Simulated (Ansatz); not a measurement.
**GaAs: single point with PBE**

The system is GaAs.

```
Ga As
1.0
    -1.88077    1.88077    3.02585
     1.88077   -1.88077    3.02585
     1.88077    1.88077   -3.02585
Ga As
1 1
Direct
  0.00000 0.00000 0.00000
  0.50000 0.50000 0.00000
```

The cell was built by a generator and needn't be a form met in nature.

The cell isn't the ideal one: as made, not relaxed: species swapped into the TlF type (I4/mmm, No. 139).

```json
{
  "Program": "Ansatz 0.2.0",
  "Task": "single point",
  "Functional": "PBE",
  "Potentials or basis": "Ansatz PAW",
  "Cutoff": "420 eV (not typed: the program's choice for these potentials)",
  "k mesh": "10 × 10 × 10",
  "Occupations": "fermi-dirac, width 0.05 eV",
  "Spin": "no spin polarisation"
}
```

- Pressure: -3.4 GPa
- Band gap on the k mesh: none (metal or under the smearing width)

Stress tensor (GPa, compression positive):
```
-1.48  0.00  0.00
 0.00 -1.48  0.00
 0.00  0.00 -7.20
```

Levels at points of the mesh, in eV from the Fermi level:
```
              k point  band 10  band 11  band 12  band 13  band 14  band 15  band 16  band 17  band 18
   (0.00, 0.00, 0.00)   -14.70   -12.48    -0.69    -0.38    -0.38     0.81     5.00     6.69     7.77
  (0.00, 0.00, -0.50)   -14.64    -9.49    -4.94    -3.98    -3.17    -1.60     3.76     7.14    11.17
  (0.00, -0.50, 0.00)   -14.67   -10.54    -7.16    -0.18     0.56     1.88     3.36     3.41     4.06
(-0.50, -0.50, -0.50)   -14.68   -10.59    -4.84    -2.72    -1.87    -1.87     4.22     9.51     9.85
```

Run time: 2.2 s on 2 threads of Arm Neoverse V2, on a shared host, peak memory 0.36 GiB.
